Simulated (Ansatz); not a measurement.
ZnTe (zinc blende)

```
CELL_PARAMETERS angstrom
      0.00000     3.03295     3.03295
      3.03295     0.00000     3.03295
      3.03295     3.03295     0.00000
ATOMIC_POSITIONS crystal
  Te 0.25000 0.25000 0.25000
  Zn 0.00000 0.00000 0.00000
```

Grid over V/V₀ and (c/a)/(c/a)₀, subscript 0 meaning the relaxed cell; the conventional c axis lies along z; no internal relaxation.

Calculation: PBEsol (plane waves to 420 eV, PAW, scalar-relativistic; Ansatz, an electronic-structure program). k mesh 9×9×9 (Γ-centred), Fermi-Dirac smearing 0.05 eV. E stands for the smeared free energy. Spin-orbit coupling is left out, though Te is heavy. ZnTe was relaxed with its symmetry unable to fall. ΔE is measured from the relaxed starting cell.

```
ΔE (meV/atom)         V/V₀ = 0.960  V/V₀ = 0.980  V/V₀ = 1.000  V/V₀ = 1.020  V/V₀ = 1.040
--------------------  ------------  ------------  ------------  ------------  ------------
(c/a)/(c/a)₀ = 0.960          10.3           4.6           2.9           4.6             …
(c/a)/(c/a)₀ = 0.980             …           2.5           0.7           2.4           7.3
(c/a)/(c/a)₀ = 1.000           7.6           1.8           0.0           1.7           6.5
(c/a)/(c/a)₀ = 1.020             …           2.5           0.7           2.4           7.3
(c/a)/(c/a)₀ = 1.040          10.4           4.7           3.0           4.7             …
```

Q: What belongs in the gaps?

A: 
- (c/a)/(c/a)₀ = 0.960, V/V₀ = 1.040: 9.5
- (c/a)/(c/a)₀ = 0.980, V/V₀ = 0.960: 8.3
- (c/a)/(c/a)₀ = 1.020, V/V₀ = 0.960: 8.3
- (c/a)/(c/a)₀ = 1.040, V/V₀ = 1.040: 9.6

(Under strain, the slope of the energy per volume gives the stress and its curvature an elastic modulus.)
